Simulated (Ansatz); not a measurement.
`CCCN`: measurement beside calculation (Ansatz, PBE0-D4/def2-TZVP geometry).

```xyz
13

C    -0.235   -0.069    1.715
C     0.315    0.367    0.367
C    -0.302   -0.398   -0.797
N     0.171   -0.040   -2.122
H    -0.047   -1.131    1.892
H     0.219    0.490    2.536
H    -1.317    0.085    1.767
H     1.403    0.229    0.346
H     0.139    1.439    0.221
H    -0.131   -1.471   -0.655
H    -1.390   -0.266   -0.779
H     1.173   -0.178   -2.188
H     0.002    0.942   -2.303
```

Measured: 24633.518 ± 0.012 MHz (A, Tt conformer, ground vibrational state, S reduction Ir, FTMW and millimetre/submillimetre rotational spectroscopy); 3687.54437 ± 0.00015 MHz (B, Tt conformer, ground vibrational state, S reduction Ir, FTMW and millimetre/submillimetre rotational spectroscopy); 3473.87413 ± 0.00014 MHz (C, Tt conformer, ground vibrational state, S reduction Ir, FTMW and millimetre/submillimetre rotational spectroscopy). Source: Rich Collection of n-Propylamine and Isopropylamine Conformers: Rotational Fingerprints and State-of-the-Art Quantum Chemical Investigation, 2020 (pmc:7997563).

```tsv
constant	measured (MHz)	computed (MHz)	error (%)
A	24634	25007	1.5
B	3688	3721	0.9
C	3474	3508	1.0
```

Computed constants are equilibrium values for the main isotopes; measured ground-state ones include zero-point motion, which usually lowers them by up to about 1 %.
